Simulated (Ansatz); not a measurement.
The system is I.

```xyz
1
Lattice="0.0000 2.3656 3.9098 2.1922 0.0000 3.9098 2.1922 2.3656 0.0000" Properties=species:S:1:pos:R:3 pbc="T T T"
I     0.0000    0.0000    0.0000
```

A run of Ansatz 0.2.0 on this cell left the log below. Logs are shortened: lines on timing, memory, paths and dates and some standing lists are left out, and cuts for length are marked.

```text
Warning: RAYON_NUM_THREADS=1 ignored (pool sized by the plan → 1); use --threads N
LAPW: plane waves up to 6.498 Å⁻¹, error target 1.0e-3 eV per atom; small_component_spin mean_spin; I in spheres of 1.613 Å, 25 of its electrons in bands, Dirac shells [] (how accurate: hamiltonian.pseudopotentials.lapw.basis_error, Limitations)
Engine: ansatz 0.2.0, x86_64-unknown-linux-gnu
Pseudopotentials: kind: all_electron
Pseudopotential: I, LAPW, valence charge 25, lapw/all_electron/scalar/gaussian/I, Koelling and Harmon's equation, gaussian nucleus
Functional definition: PBE
  parameter kappa = 0.804
  parameter beta = 0.06672455060314922
  exchange = pbe_x(kappa = kappa, mu = beta*pi^2/3)
  correlation = pbe_c(beta = beta)
Crystal: 1 atoms, lattice volume = 40.553 Å³
Basis set: ecut = 160.89533770475873 eV, 193 PW (Γ), FFT grids on a1−a2, a2, a3, exchange–correlation at level 2
Bands: 17, of which v1, the nominal top of the filled ones, is band 13 counted from 1 (12 counted from 0)
Symmetry: 8 space group operations
Space group: Fmmm (ITA 69), of the structure as read, at distance tolerance 3.4e-5 Å
k-points: 125 of 729
Non-local potential: I, projectors of the file, none
Initial density: superposition of atomic densities (chi_scale 0.1, normalization cell)
Initial wavefunctions: plane waves of lowest kinetic energy (no species holds an atomic orbital)
Functional: x = pbe(κ = 0.804, μ = 0.2195149727645171), c = pbe(β = 0.06672455060314922)
iter 1 solved again at ethr=1.55e-4 eV; its pass at ethr=1.00e-1 eV (dr2=3.87e-2 eV) is discarded
SCF iter   1: F=—  HF=-193641.784466 eV  |F-HF|=—  |Δ(HF+E_count)|=         —  Δρ=7.83e-3  dr2=3.84e-2  ethr=1.55e-4  ⟨swp⟩=3.0  Hψ=14049  notcnv=0
preconditioner: auto → LDOS  [insulator: Δε(μ)=0.040 eV  Ē_g=13.157 eV  σ=0.027 eV  W_gap=0.51  n_scr=10 (ndim 8)  ℏωp=15.4 eV  f_vac=0.214  D(μ)=0.72/eV (n_scr^D=2)  ε∞_Penn≈2.4  β→1.0]
SCF iter   2: F=—  HF=-193641.757512 eV  |F-HF|=—  |Δ(HF+E_count)|=   2.70e-2  Δρ=2.68e-3  dr2=4.52e-3  ethr=1.54e-4  ⟨swp⟩=3.1  Hψ=7202  notcnv=0
iter 3 solved again at ethr=6.39e-8 eV; its pass at ethr=1.81e-5 eV (dr2=1.60e-5 eV) is discarded
SCF iter   3: F=—  HF=-193641.754412 eV  |F-HF|=—  |Δ(HF+E_count)|=   3.10e-3  Δρ=2.61e-4  dr2=1.60e-5  ethr=6.39e-8  ⟨swp⟩=2.1  Hψ=10893  notcnv=0
SCF iter   4: F=—  HF=-193641.754918 eV  |F-HF|=—  |Δ(HF+E_count)|=         —  Δρ=3.16e-5  dr2=4.07e-7  ethr=6.39e-8  ⟨swp⟩=3.0  Hψ=6159  notcnv=0
the basis was enlarged: its passes take 2.8 MiB over the memory plan, 1 of 1 planned eigensolver slots
SCF iter   5: F=—  HF=-193641.754894 eV  |F-HF|=—  |Δ(HF+E_count)|=   2.36e-5  Δρ=9.71e-6  dr2=4.96e-8  ethr=1.63e-9  ⟨swp⟩=3.0  Hψ=6158  notcnv=0
SCF iter   6: F=—  HF=-193641.754893 eV  |F-HF|=—  |Δ(HF+E_count)|=   1.59e-6  Δρ=6.86e-6  dr2=1.71e-8  ethr=1.98e-10  ⟨swp⟩=3.0  Hψ=6263  notcnv=0
SCF iter   7: F=-193641.754892 eV  HF=-193641.754892 eV  |F-HF|=6.66e-8  |Δ(HF+E_count)|=   1.01e-6  Δρ=1.42e-6  dr2=7.34e-10  ethr=6.84e-11  ⟨swp⟩=3.0  Hψ=6142  notcnv=0
SCF 1 converged in 7 iterations: F = -193641.754892 eV  dr2 = 7.34e-10
the search or the solves at the SCF's close seem to have found levels that the self-consistency loop had missed (the run counts 1). By its estimate they hold under 1e-12 electrons; where the run keeps them, the occupations were computed again with them
SCF converged after 7 iterations
Free energy (F): -193641.754892 eV
Harris-Foulkes:  -193641.754892 eV  (|F-HF|=6.66e-8)
Internal energy: -193641.754639 eV  (E = F + TS)
E sigma→0 (E₀):  -193641.754765 eV
Entropy (-TS):   -0.000253 eV (-0.253 meV/atom)
Fermi energy:    7.538793 eV
--- Per-component energies (eV) ---
  E_band       = -1386.232115
  E_kinetic    = 204943.967433
  E_xc         = -4939.714614
  E_electrostatic = -393646.007459  (all electrons and nuclei)
  E_smearing   = -0.000253  (= −TS)
  E_closure    = 0.000000  (closes the sum)
  E_atoms      = -193640.378522  (free atoms, spherical and without spin; not in F)
  Σ components = -193641.754892   (vs F -193641.754892, Δ=0.00e0)
  Basis errors (estimates in eV, not in F): energy 4.5e-4 per atom: plane waves 4.1e-4 (2.2e-4 summed), levels above the bands 0.0e0, relativity 4.4e-8, radial functions 3.9e-5, core shells 1.9e-9; eigenvalues (radial functions only) 1.9e-5; not estimated: angular momenta, meshes, grids; target (lapw.basis_error) 1.0e-3; muffin-tin radii I 1.613 Å
--- Forces (eV/Å), atoms counted from 1 ---
  atom   1  I      0.00000000     0.00000000    -0.00000000
  max |Σ_I F_I| component: 3.94e-31 eV/Å
--- Stress (GPa, compression-positive) ---
        0.420385      -0.000000       0.000000
       -0.000000       0.168361      -0.000000
        0.000000      -0.000000       0.762946
  P = ⅓ Tr σ = 0.4506 GPa (4.506 kbar)
--- Band table (eV; the first three rows and the last of 125) ---
  k-point 0: bands = ["-167.8802", "-114.9597", "-114.9225", "-114.7278", "-37.7898", "-37.7694", "-37.6081", "-37.5780", "-37.5423", "-6.3396", "5.5968", "8.3176", "8.5921", "12.0884", "15.1364", "15.8084", "19.8732"]
  k-point 1: bands = ["-167.8802", "-114.9598", "-114.9225", "-114.7278", "-37.7875", "-37.7700", "-37.6085", "-37.5783", "-37.5414", "-6.2085", "5.5932", "7.3429", "8.5482", "12.4530", "15.5126", "16.8674", "17.5696"]
  k-point 2: bands = ["-167.8802", "-114.9598", "-114.9226", "-114.7278", "-37.7819", "-37.7715", "-37.6094", "-37.5790", "-37.5392", "-5.8422", "5.2655", "5.7172", "8.7564", "13.1899", "15.6768", "15.9293", "19.6191"]
  k-point 124: bands = ["-167.8802", "-114.9598", "-114.9225", "-114.7278", "-37.7875", "-37.7700", "-37.6083", "-37.5781", "-37.5412", "-5.9729", "3.6195", "7.1209", "8.3505", "14.8674", "16.1382", "17.8072", "21.9415"]
```

Question: What input gives this log?

Answer: Single point with PBE, no spin polarisation. The files as run (others can give the same):

input.yaml
```yaml
crystal:
  lattice:
    - [0.0, 2.3656004428, 3.9098401324]
    - [2.1922454667, 0.0, 3.9098401324]
    - [2.1922454667, 2.3656004428, 0.0]
  atoms:
    - { symbol: I, position: [0.0, 0.0, 0.0] }
kpoints:
  mp_grid: { grid: [9, 9, 9] }
scf:
  occupations: { method: gaussian, width: 0.027 }
hamiltonian:
  xc: pbe
  pseudopotentials: { kind: all_electron, lapw: { basis_error: 0.001 } }
output:
  forces: true
  stress: true
  eigenvalues: true
```

Potentials or basis: all-electron LAPW, scalar-relativistic.
Command:
```sh
$ ansatz run input.yaml --threads 1 --pin off --max-ram 3072MiB --backend cpu --events-out ev --progress --plain --runs-dir out
```

Caveat: an odd number of electrons without spin polarisation forces a metal; a magnetic or distorted state may lie lower.
